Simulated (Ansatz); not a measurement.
An Ansatz run on CaF2 on the sites of the fluorite structure (relaxed group Fm-3m) left the output below. The starting cell comes from a relaxation with PBE.

Starting structure:
```cif
data_structure
_symmetry_space_group_name_H-M 'P 1'
_symmetry_Int_Tables_number 1
_cell_length_a 3.8974
_cell_length_b 3.8974
_cell_length_c 3.8974
_cell_angle_alpha 60.000
_cell_angle_beta 60.000
_cell_angle_gamma 60.000
_cell_volume 41.86
loop_
_atom_site_label
_atom_site_type_symbol
_atom_site_fract_x
_atom_site_fract_y
_atom_site_fract_z
_atom_site_occupancy
Ca1 Ca 0.00000 0.00000 0.00000 1
F1 F 0.75000 0.75000 0.75000 1
F2 F 0.25000 0.25000 0.25000 1
```

The output, standing remarks left out:
```
Functional definition: r2SCAN
Crystal: 3 atoms, lattice volume = 41.861 Å³
Basis set: ecut = 500 eV, 1067 PW (Γ)
Bands: 16, of which v1, the nominal top of the filled ones, is band 12 counted from 1 (11 counted from 0)
Symmetry: 48 space group operations
Space group: Fm-3m (ITA 225)
k-points: 29 of 512
preconditioner: auto → none  [insulator: Δε(μ)=8.080 eV  σ=0.020 eV  ℏωp=26.9 eV]
SCF 1 converged in 6 iterations: F = -3448.102484 eV  dr2 = 1.80e-9
relax step 1: F+E_penalty+E_count = -3448.10248359 eV  P = -3.255 GPa  Ω = 41.861 Å³
SCF 2 converged in 5 iterations: F = -3448.120608 eV  dr2 = 8.43e-8
relax step 2: F+E_penalty+E_count = -3448.12060834 eV  P = -0.390 GPa  Ω = 40.394 Å³
SCF 3 converged in 4 iterations: F = -3448.120962 eV  dr2 = 1.09e-7
relax step 3: F+E_penalty+E_count = -3448.12096163 eV  P = +0.027 GPa  Ω = 40.203 Å³
SCF 4 converged in 6 iterations: F = -3448.119664 eV  dr2 = 1.91e-12
relax step 4: F+E_penalty+E_count = -3448.11966361 eV  P = +0.060 GPa  Ω = 40.203 Å³  (SCF on a basis re-selected at this cell)
SCF 5 converged in 4 iterations: F = -3448.119650 eV  dr2 = 2.02e-9
relax step 5: F+E_penalty+E_count = -3448.11964965 eV  P = +0.001 GPa  Ω = 40.229 Å³
SCF 6 converged in 4 iterations: F = -3448.119667 eV  dr2 = 2.73e-11
relax step 6: F+E_penalty+E_count = -3448.11966660 eV  P = +0.000 GPa  Ω = 40.229 Å³  (SCF on a basis re-selected at this cell)
SCF converged after 4 iterations
Free energy (F): -3448.119667 eV
Fermi energy:    6.898478 eV
--- Forces (eV/Å), atoms counted from 1 ---
  atom   1  Ca      0.00000      0.00000      0.00000
  atom   2  F       0.00000      0.00000      0.00000
  atom   3  F       0.00000      0.00000      0.00000
--- Stress (GPa, compression-positive) ---
        0.000137       0.000000       0.000000
        0.000000       0.000137       0.000000
        0.000000       0.000000       0.000137
  P = ⅓ Tr σ = 0.0001 GPa (0.001 kbar)
--- Relaxed structure (4 steps of the walk, 4 accepted, 2 SCFs on fresh bases) ---
  F+E_penalty+E_count = -3448.11966660 eV
  cell:  # Å, volume = 40.2292 Å³
    - [0.000000, 2.719593, 2.719593]
    - [2.719593, 0.000000, 2.719593]
    - [2.719593, 2.719593, 0.000000]
  atoms:
    - { symbol: Ca, position: [0.000000, 0.000000, 0.000000] }
    - { symbol: F, position: [0.750000, 0.750000, 0.750000] }
    - { symbol: F, position: [0.250000, 0.250000, 0.250000] }
```

**Question.** Which of these blocks stood in the input: relax, gw, phonons, dielectric, magnetization (spin_orbit)?

**Answer.** relax. The relax steps with a changing cell volume need the relax block with cell.

**Question.** Which k mesh was typed?

**Answer.** 8×8×8, Γ-centred.

**Question.** How were the bands filled?

**Answer.** With smearing of width σ = 0.02 eV (Fermi-Dirac in this run).

Run as `ansatz run input.yaml --threads 2 --pin off --max-ram 20275MiB --backend cpu --events-out ev --progress --plain --runs-dir out`. Wall time 5.4 s on 2 threads of AMD EPYC 7R13 Processor (Zen 3) (shared host), load about 3.0 per core; peak host memory 0.47 GiB.

Calculated for a static, non-magnetic cell.
